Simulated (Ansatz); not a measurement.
# SiGe: an axial (c/a) deformation path

One table from this session's results is given with a row withheld; the runs are named, their logs left out.

Computed with Ansatz 0.2.0 (DFT r2SCAN, scalar-relativistic, plane waves, PAW, unless a step's input says otherwise).

1 further run of the same task is left out (set aside as unsound or not needed). Runs told in other sessions of the task aren't counted.

### Starting point

The structure is hexagonal, space group P6_3mc (No. 186). The conventional cell has a = 3.904 Å, b = 3.904 Å, c = 6.454 Å, α = 90.00°, β = 90.00°, γ = 120.00°. Around Si (site symmetry 3m) lie 4 Ge at 2.40 to 2.41 Å. Ge (site symmetry 3m) is surrounded by 4 Si at 2.40 to 2.41 Å.

Structure file:

```
Si Ge
1.0
     3.90438    0.00000    0.00000
    -1.95219    3.38129    0.00000
     0.00000    0.00000    6.45368
Si Ge
2 2
Direct
  0.66667 0.33333 0.87447
  0.33333 0.66667 0.37447
  0.66667 0.33333 0.50053
  0.33333 0.66667 0.00053
```

It goes back to an entry of the Materials Project, which need not be the stable form.

This cell was relaxed beforehand with the same method: volume 21.30 Å³/atom, gap on the mesh 0.66 eV.

Set-up of the first run:

The input, input.yaml:

```yaml
crystal:
  lattice:
    - [3.904377643, 0.0, 0.0]
    - [-1.9521888215, 3.3812902248, 0.0]
    - [0.0, 0.0, 6.4536796672]
  atoms:
    - { symbol: Si, position: [0.6666666667, 0.3333333333, 0.8744661518] }
    - { symbol: Si, position: [0.3333333333, 0.6666666667, 0.3744661518] }
    - { symbol: Ge, position: [0.6666666667, 0.3333333333, 0.5005328482] }
    - { symbol: Ge, position: [0.3333333333, 0.6666666667, 0.0005328482] }
basis:
  ecutwfc: 500
kpoints:
  mp_grid: { grid: [12, 12, 6] }
hamiltonian:
  xc: r2scan
scf:
  occupations: { method: gaussian, width: 0.05 }
output:
  forces: true
  stress: true
  eigenvalues: true
```

The run is started by

```sh
$ ansatz run input.yaml --threads 1 --pin off --max-ram 2560MiB --backend cpu --events-out ev --progress --plain --runs-dir out
```

Steps of the session up to this table: Zero of the scan; At ρ = 0.850; Point ρ = 1.200; ρ = 0.920; At ρ = 1.100; Point ρ = 0.960; At ρ = 1.050; ρ = 0.800; ρ = 1.300.

One of the session's tables, all rows but one given; the rest of the session is left out.

It belongs to the step «The scan collected». 

```
    ρ  ΔE (meV/atom)  pressure (GPa)  gap on the mesh (eV)
0.800          575.5             8.4                  0.00
0.850          293.2             4.4                  0.00
0.920           72.5             1.1                  0.00
0.960           16.9             0.3                  0.33
1.000            0.0             0.0                  0.66
1.050           21.6             0.3                  0.60
1.100              ?               ?                     ?
1.200          264.8             3.9                  0.00
1.300          485.8             7.3                  0.00
```

Estimate the missing values for ρ = 1.100.

Worked estimate for «ΔE (meV/atom)». A straight line through the neighbours (1.050, 21.6) and (1.200, 264.8) gives 21.6 + (264.8 − 21.6) × (1.100 − 1.050) / (1.200 − 1.050) = 102.7; a parabola fitted to 4 rows on both sides gives 91.7.

The run gave: ΔE (meV/atom): 79.6; pressure (GPa): 1.1; gap on the mesh (eV): 0.39. In «ΔE (meV/atom)» the line misses by +23.1 and the parabola by +12.1.

Where the gap reads zero, the mesh chosen for the insulator is on the coarse side.
